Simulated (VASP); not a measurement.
# CaSe (F-43m) in VASP: notebook, part 2 of 2

VASP 6.6.1. Earlier steps stand in the parts before.

**3. Single point, PBE**

Input file INCAR:

```
ALGO = Fast
EDIFF = 1E-6
ENCUT = 520
GGA = PE
ISIF = 2
ISMEAR = 0
LASPH = True
LCHARG = True
LELF = True
LREAL = False
LVHAR = True
LWAVE = False
NBANDS = 15
NELM = 100
PREC = Accurate
SIGMA = 0.01
```

Input file KPOINTS:

```
k-points
0
Gamma
  4 4 4
```

Input file POSCAR:

```
CaSe
1.0
    0.0000000000      3.2795613661      3.2795613661
    3.2795613661      0.0000000000      3.2795613661
    3.2795613661      3.2795613661      0.0000000000
Ca Se
1 1
Direct
    0.0000000000      0.0000000000      0.0000000000
    0.2500000000      0.2500000000      0.2500000000
```

Potentials or basis: VASP PAW PBE potentials, release 64 (Ca_sv, Se).

The run is started by

```
$ cat potpaw_PBE.64/Ca_sv/POTCAR potpaw_PBE.64/Se/POTCAR > POTCAR
$ mpirun -np 1 vasp_std > vasp.out
```

OUTCAR:

```text
EDIFF = 1E-6
   ENCUT = 520
   GGA = PE
   ISIF = 2
   ISMEAR = 0
   LASPH = True
   LREAL = False
   NELM = 100
   PREC = Accurate

 ion  position               nearest neighbor table
   1  0.000  0.000  0.000-   2 2.84   2 2.84   2 2.84   2 2.84
   2  0.250  0.250  0.250-   1 2.84   1 2.84   1 2.84   1 2.84

  LATTYP: Found a face centered cubic cell.
 ALAT       =     6.5591227322

  Lattice vectors:

 A1 = (   0.0000000000,   3.2795613661,   3.2795613661)
 A2 = (   3.2795613661,   0.0000000000,   3.2795613661)
 A3 = (   3.2795613661,   3.2795613661,   0.0000000000)

Analysis of symmetry for initial positions (statically):
=====================================================================
 Subroutine PRICEL returns:
 Original cell was already a primitive cell.

 Routine SETGRP: Setting up the symmetry group for a
 face centered cubic supercell.

 Subroutine GETGRP returns: Found 24 space group operations
 (whereof 24 operations were pure point group operations)
 out of a pool of 48 trial point group operations.

The static configuration has the point symmetry T_d .

Analysis of symmetry for dynamics (positions and initial velocities):
=====================================================================
 Subroutine PRICEL returns:
 Original cell was already a primitive cell.

 Routine SETGRP: Setting up the symmetry group for a
 face centered cubic supercell.

 Subroutine GETGRP returns: Found 24 space group operations
 (whereof 24 operations were pure point group operations)
 out of a pool of 48 trial point group operations.

The dynamic configuration has the point symmetry T_d .

 Subroutine INISYM returns: Found 24 space group operations
 (whereof 24 operations are pure point group operations),
 and found     1 'primitive' translations

----------------------------------------------------------------------------------------

                                     Primitive cell

  volume of cell :      70.5468

  direct lattice vectors                    reciprocal lattice vectors
     0.000000000  3.279561366  3.279561366    -0.152459413  0.152459413  0.152459413
     3.279561366  0.000000000  3.279561366     0.152459413 -0.152459413  0.152459413
     3.279561366  3.279561366  0.000000000     0.152459413  0.152459413 -0.152459413

  length of vectors
     4.638000163  4.638000163  4.638000163     0.264067449  0.264067449  0.264067449

  position of ions in fractional coordinates (direct lattice)
     0.000000000  0.000000000  0.000000000
     0.250000000  0.250000000  0.250000000

  ion indices of the primitive-cell ions
   primitive index   ion index
                 1           1
                 2           2

----------------------------------------------------------------------------------------

 KPOINTS: k-points

Automatic generation of k-mesh.
 Grid dimensions read from file:
 generate k-points for:    4    4    4

 Generating k-lattice:

  Cartesian coordinates                     Fractional coordinates (reciprocal lattice)
    -0.038114853  0.038114853  0.038114853     0.250000000  0.000000000  0.000000000
     0.038114853 -0.038114853  0.038114853     0.000000000  0.250000000  0.000000000
[... 24 lines left out ...]
   number of dos      NEDOS =    301   number of ions     NIONS =      2
   total plane-waves  NPLWV =  46656
   dimension x,y,z NGX =    36 NGY =   36 NGZ =   36
   dimension x,y,z NGXF=    72 NGYF=   72 NGZF=   72
   ions per type =               1   1
   NGX,Y,Z   is equivalent  to a cutoff of  12.90, 12.90, 12.90 a.u.
   NGXF,Y,Z  is equivalent  to a cutoff of  25.81, 25.81, 25.81 a.u.
 SYSTEM =  unknown system
   PREC   = accura    normal or accurate (medium, high low for compatibility)
   ISTART =      0    job   : 0-new  1-cont  2-samecut
   ICHARG =      2    charge: 1-file 2-atom 10-const
   ISPIN  =      1    spin polarized calculation?
   LNONCOLLINEAR =      F non collinear calculations
   LSORBIT =      F    spin-orbit coupling
   LASPH  =      T    aspherical Exc in radial PAW
   ENCUT  =  520.0 eV  38.22 Ry    6.18 a.u.   8.62  8.62  8.62*2*pi/ulx,y,z
   NELM   =    100;   NELMIN=  2; NELMDL= -5     # of ELM steps
   EDIFF  = 0.1E-05   stopping-criterion for ELM
   LREAL  =      F    real-space projection
   EDIFFG = 0.1E-04   stopping-criterion for IOM
   NSW    =      0    number of steps for IOM
   IBRION =     -1    ionic relax: 0-MD 1-quasi-New 2-CG
   NFREE  =      0    steps in history (QN), initial steepest desc. (CG)
   ISIF   =      2    stress and relaxation
   ISYM   =      2    0-nonsym 1-usesym 2-fastsym
   POTIM  = 0.5000    time-step for ionic-motion
   TEBEG  =    0.0;   TEEND  =   0.0 temperature during run
   PSTRESS=    0.0 pullay stress
   NELECT =      16.0000    total number of electrons
   NUPDOWN=      -1.0000    fix difference up-down
   EMIN   =  10.00;   EMAX   =-10.00  energy-range for DOS
   EFERMI =   0.00;   METHOD = LEGACY
   ISMEAR =     0;   SIGMA  =   0.01  broadening in eV -4-tet -1-fermi 0-gaus
   EFERMI_NEDOS =   21; number of points for ismear=-14 and -15
   IALGO  =     68    algorithm
   IMIX   =      4    mixing-type and parameters
     AMIX     =   0.40;   BMIX     =  1.00
     AMIX_MAG =   1.60;   BMIX_MAG =  1.00
  volume/ion in A,a.u.               =      35.27       238.04
  Fermi-wavevector in a.u.,A,eV,Ry     =   0.998364  1.886635 13.561354  0.996731
  Thomas-Fermi vector in A             =   2.130583
   LORBIT       =      0    0 simple, 1 ext, 2 COOP (PROOUT), +10 PAW based schemes
   GGA     = PE    functional components
   LHFCALC =     F    Hartree Fock is set to
   AEXX    =    0.0000 exact exchange contribution
   IVDW    =     0    specifies the selected vdW correction
   LEPSILON=     F    determine dielectric tensor
   LRPA    =     F    only Hartree local field effects (RPA)
 non-spin polarized calculation
 RMM-DIIS sequential band-by-band and
 Gauss-broadening in eV      SIGMA  =   0.01
  energy-cutoff  :      520.00
  volume of cell :       70.55
 maximum number of plane-waves:      1924
 NGX is ok and might be reduce to    36
   NGX = 17   NGY = 17   NGZ = 17

 number of electron      16.0000003 magnetization

 Free energy of the ion-electron system (eV)
  ---------------------------------------------------
  ext. energy  EPLUGINS =         0.00000000
  ---------------------------------------------------
  free energy    TOTEN  =        -8.96647496 eV

  energy without entropy =       -8.96647496  energy(sigma->0) =       -8.96647496

 E-fermi :  -0.1940     XC(G=0):  -7.6203

 val. band max:       -0.2995407349   @ k =  -0.2500   0.2500   0.0000
 cond. band min:       2.9021756862   @ k =   0.0000   0.0000   0.0000
 fundamental gap:      3.2017164211
 Fermi energy:        -0.1940019083

 k-point     1 :       0.0000    0.0000    0.0000
  band No.  band energies     occupation
      1     -39.3610      2.00000
      2     -20.3780      2.00000
      3     -20.3780      2.00000
      4     -20.3780      2.00000
      5     -10.6288      2.00000
      6      -0.3972      2.00000
      7      -0.3972      2.00000
      8      -0.3972      2.00000
      9       2.9022      0.00000
     10       5.0773      0.00000
     11       5.0773      0.00000
     12       7.0956      0.00000
     13       7.0956      0.00000
     14       7.0956      0.00000
[... 113 lines left out ...]
      2     -20.4195      2.00000
      3     -20.3973      2.00000
      4     -20.3914      2.00000
      5     -10.2859      2.00000
      6      -1.0128      2.00000
      7      -0.9966      2.00000
      8      -0.4001      2.00000
      9       3.4698      0.00000
     10       4.6857      0.00000
     11       5.5948      0.00000
     12       5.9225      0.00000
     13       6.5179      0.00000
     14       8.4542      0.00000
     15       8.6592      0.00000

------------------------ aborting loop because EDIFF is reached ----------------------------------------

  FORCE on cell =-STRESS in cart. coord.  units (eV):
  Direction    XX          YY          ZZ          XY          YZ          ZX
  --------------------------------------------------------------------------------------
  -------------------------------------------------------------------------------------
  Total        0.2396709      0.2396709      0.2396709     -0.0000000     -0.0000000     -0.0000000
  in kB        5.4431292      5.4431292      5.4431292     -0.0000000     -0.0000000     -0.0000000
  external PRESSURE =       5.4431292 kB  Pullay stress =       0.0000000 kB

 VOLUME and BASIS-vectors are now :
 -----------------------------------------------------------------------------
  energy-cutoff  :      520.00
  volume of cell :       70.55
      direct lattice vectors                 reciprocal lattice vectors
     0.000000000  3.279561366  3.279561366    -0.152459413  0.152459413  0.152459413
     3.279561366  0.000000000  3.279561366     0.152459413 -0.152459413  0.152459413
     3.279561366  3.279561366  0.000000000     0.152459413  0.152459413 -0.152459413

 POSITION                                       TOTAL-FORCE (eV/Angst)
 -----------------------------------------------------------------------------------
      0.00000      0.00000      0.00000         0.000000      0.000000      0.000000
      1.63978      1.63978      1.63978        -0.000000     -0.000000     -0.000000
 -----------------------------------------------------------------------------------
    total drift:                                0.000000      0.000000      0.000000

  FREE ENERGIE OF THE ION-ELECTRON SYSTEM (eV)
  ---------------------------------------------------
  free  energy   TOTEN  =        -8.9664749622 eV

  energy  without entropy=       -8.9664749622  energy(sigma->0) =       -8.96647496
```

It took 7.6 s on 1 thread of Intel Xeon 6975P-C (Granite Rapids), shared host; peak memory 0.19 GiB.

Results:

* Free energy: -8.9665 eV
* Pressure: 0.5 GPa
* Band gap on the k mesh: 3.20 eV, indirect (least direct gap 3.30 eV)

Levels at points of the mesh, in eV from the valence-band top:
```tsv
k point	band 5	band 6	band 7	band 8	band 9	band 10	band 11	band 12
(0.00, 0.00, 0.00)	-10.33	-0.10	-0.10	-0.10	3.20	5.38	5.38	7.40
(0.50, 0.00, 0.00)	-10.07	-1.22	-0.02	-0.02	5.09	5.49	5.49	5.84
(0.50, 0.50, 0.00)	-9.99	-1.25	-0.04	-0.04	3.54	4.98	6.10	6.10
```

A k mesh can miss the band edges. As with any semilocal functional, this PBE gap is likely too small.
